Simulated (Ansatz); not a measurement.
Input and command of a calculation in Ansatz (plane waves; scalar-relativistic PAW potentials unless the input names others):

```yaml
crystal:
  lattice:
    - [2.8012458269, 0.0, 0.0]
    - [0.0, 2.8012458269, 0.0]
    - [0.0, 0.0, 7.6670349636]
  atoms:
    - { symbol: Al, position: [0.0, 0.0, 0.5] }
    - { symbol: Al, position: [0.5, 0.5, 0.2226430006] }
    - { symbol: Al, position: [0.5, 0.5, 0.7773569994] }
    - { symbol: Cu, position: [0.0, 0.0, 0.0] }
basis:
  ecutwfc: 500
kpoints:
  mp_grid: { grid: [16, 16, 6] }
hamiltonian:
  xc: r2scan
scf:
  occupations: { method: gaussian, width: 0.1 }
  convergence: { dr2_threshold: 1.0e-20 }
  max_iter: 60
output:
  forces: true
  eigenvalues: true
  stress: true
relax:
  adjacent_minimum: "off"
  f_tol: 0.01
  max_steps: 30
  cell: { stress_tol: 0.1, fix: [volume] }
```

```bash
ansatz run input.yaml --threads 1 --pin off --max-ram 2560MiB --backend cpu --events-out ev --progress --plain --runs-dir out
```

Abridged log:
```
Basis set: ecut = 500 eV, 1483 PW (Γ), exchange–correlation on 96×96×240 points (64 copies of the dense FFT grid, shifted against one another)
Bands: 18, of which v1, the nominal top of the filled ones, is band 14 counted from 1 (13 counted from 0)
Symmetry: 16 space group operations
k-points: 180 of 1536
SCF iter   1: F=—  HF=-8252.827782 eV  |F-HF|=—  |Δ(HF+E_count)|=         —  Δρ=2.22e-2  dr2=2.92e-1  dr2_τ=1.39e-2  ethr=1.77e-3  ⟨swp⟩=6.0  Hψ=17352  notcnv=0
SCF iter   2: F=—  HF=-8252.853822 eV  |F-HF|=—  |Δ(HF+E_count)|=   2.60e-2  Δρ=1.85e-2  dr2=1.11e-1  dr2_τ=1.11e-3  ethr=1.04e-3  ⟨swp⟩=2.0  Hψ=6762  notcnv=0  defer=49
SCF iter   3: F=—  HF=-8252.822772 eV  |F-HF|=—  |Δ(HF+E_count)|=   3.10e-2  Δρ=5.16e-3  dr2=3.25e-2  dr2_τ=4.80e-5  ethr=3.96e-4  ⟨swp⟩=2.0  Hψ=5321  notcnv=0  defer=49
SCF iter   4: F=—  HF=-8252.818370 eV  |F-HF|=—  |Δ(HF+E_count)|=   4.40e-3  Δρ=1.54e-3  dr2=1.51e-3  dr2_τ=1.04e-5  ethr=1.16e-4  ⟨swp⟩=1.0  Hψ=4673  notcnv=0  defer=48
SCF iter   5: F=—  HF=-8252.818525 eV  |F-HF|=—  |Δ(HF+E_count)|=   1.56e-4  Δρ=7.53e-4  dr2=8.12e-4  dr2_τ=1.98e-6  ethr=5.38e-6  ⟨swp⟩=2.1  Hψ=4338  notcnv=0  defer=48
SCF iter   6: F=—  HF=-8252.818409 eV  |F-HF|=—  |Δ(HF+E_count)|=   1.16e-4  Δρ=2.62e-4  dr2=4.42e-5  dr2_τ=9.75e-8  ethr=2.90e-6  ⟨swp⟩=1.4  Hψ=3331  notcnv=0  defer=48
SCF iter   7: F=—  HF=-8252.818414 eV  |F-HF|=—  |Δ(HF+E_count)|=   4.45e-6  Δρ=4.37e-5  dr2=1.27e-6  dr2_τ=7.24e-9  ethr=1.58e-7  ⟨swp⟩=2.0  Hψ=4018  notcnv=0  defer=48
SCF iter   8: F=—  HF=-8252.818410 eV  |F-HF|=—  |Δ(HF+E_count)|=   4.01e-6  Δρ=2.09e-5  dr2=2.28e-7  dr2_τ=7.10e-10  ethr=4.53e-9  ⟨swp⟩=2.3  Hψ=4810  notcnv=0  defer=48
   ...
SCF iter   6: F=—  HF=-8252.818981 eV  |F-HF|=—  |Δ(HF+E_count)|=  1.82e-12  Δρ=3.89e-9  dr2=1.12e-14  dr2_τ=3.36e-16  ethr=3.95e-16 (applied; sched 1.00e-12)  ⟨swp⟩=2.0  Hψ=5019  notcnv=0
SCF iter   7: F=—  HF=-8252.818981 eV  |F-HF|=—  |Δ(HF+E_count)|=  1.82e-12  Δρ=2.26e-9  dr2=1.82e-15  dr2_τ=1.15e-16  ethr=3.99e-17 (applied; sched 1.00e-12)  ⟨swp⟩=2.5  Hψ=5155  notcnv=0
SCF iter   8: F=—  HF=-8252.818981 eV  |F-HF|=—  |Δ(HF+E_count)|=  3.64e-12  Δρ=7.82e-10  dr2=2.06e-16  dr2_τ=1.24e-17  ethr=6.49e-18 (applied; sched 1.00e-12)  ⟨swp⟩=2.8  Hψ=5058  notcnv=0
SCF iter   9: F=—  HF=-8252.818981 eV  |F-HF|=—  |Δ(HF+E_count)|=  3.64e-12  Δρ=2.81e-10  dr2=3.13e-17  dr2_τ=2.73e-18  ethr=9.19e-19 (applied; sched 1.00e-12)  ⟨swp⟩=2.6  Hψ=4435  notcnv=0
SCF iter  10: F=—  HF=-8252.818981 eV  |F-HF|=—  |Δ(HF+E_count)|=    0.00e0  Δρ=8.27e-11  dr2=2.18e-18  dr2_τ=9.46e-21  ethr=9.19e-19 (applied; sched 1.00e-12)  ⟨swp⟩=1.0  Hψ=3243  notcnv=0
SCF iter  11: F=—  HF=-8252.818981 eV  |F-HF|=—  |Δ(HF+E_count)|=  1.82e-12  Δρ=6.84e-11  dr2=1.83e-18  dr2_τ=9.12e-21  ethr=9.19e-19 (applied; sched 1.00e-12)  ⟨swp⟩=1.0  Hψ=3240  notcnv=0
SCF iter  12: F=—  HF=-8252.818981 eV  |F-HF|=—  |Δ(HF+E_count)|=  1.82e-12  Δρ=3.44e-12  dr2=1.20e-20  dr2_τ=1.98e-22  ethr=9.19e-19 (applied; sched 1.00e-12)  ⟨swp⟩=1.0  Hψ=3240  notcnv=0
SCF iter  13: F=-8252.818981 eV  HF=-8252.818981 eV  |F-HF|=1.82e-12  |Δ(HF+E_count)|=    0.00e0  Δρ=2.23e-12  dr2=3.15e-21  dr2_τ=7.91e-24  ethr=1.00e-12  ⟨swp⟩=1.0  Hψ=3960  notcnv=0
SCF 4 converged in 13 iterations: F = -8252.818981 eV  dr2 = 3.15e-21
SCF converged after 13 iterations
Free energy (F): -8252.818981 eV
Harris-Foulkes:  -8252.818981 eV  (|F-HF|=1.82e-12)
Internal energy: -8252.811239 eV  (E = F + TS)
E sigma→0 (E₀):  -8252.815110 eV
Entropy (-TS):   -0.007742 eV (-1.936 meV/atom)
Fermi energy:    9.963455 eV
--- Forces (eV/Å), atoms counted from 1 ---
  atom   1  Al     0.00000000     0.00000000     0.00000000
  atom   2  Al     0.00000000     0.00000000    -0.00064777
  atom   3  Al     0.00000000     0.00000000     0.00064777
  atom   4  Cu     0.00000000     0.00000000     0.00000000
--- Stress (GPa, compression-positive) ---
       -2.951459       0.000000       0.000000
        0.000000      -2.951459       0.000000
        0.000000       0.000000      -2.969453
  P = ⅓ Tr σ = -2.9575 GPa (-29.575 kbar)
--- Relaxed structure (3 steps of the walk, 3 accepted, 1 SCFs on fresh bases) ---
  F+E_penalty+E_count = -8252.81898117 eV   max|allowed force component| = 6.478e-4 eV/Å   (the final SCF, on the basis selected at the relaxed cell)
  cell:  # Å, volume = 60.1631 Å³
    - [2.80012090, 0.0, 0.0]
    - [0.0, 2.80012090, 0.0]
    - [0.0, 0.0, 7.67319651]
  atoms:
    - { symbol: Al, position: [0.0, 0.0, 0.5] }
    - { symbol: Al, position: [0.5, 0.5, 0.22137971] }
    - { symbol: Al, position: [0.5, 0.5, 0.77862028] }
    - { symbol: Cu, position: [0.0, 0.0, 0.0] }
```

One setting here is needlessly strict: a threshold far tighter than needed (scf.convergence.dr2_threshold: not typed → 1e-20). It leaves the result as it was and can only cost iterations: the run converged in 65 SCF iterations over all its steps (reference: 26) with an energy at zero smearing within 0.01 meV/atom of the reference's, pressure -2.96 GPa, largest force 0.001 eV/Å, no gap on the mesh. A reference run from the same start on usual settings converged, and the end of its own relaxation has pressure -2.96 GPa, largest force 0.001 eV/Å, no gap on the mesh (its cell was held, or driven to that pressure on purpose).

Time: 54 s on 1 thread of AMD EPYC 9R45 96-Core Processor (Zen 5), on a shared host, peak memory 0.7 GiB.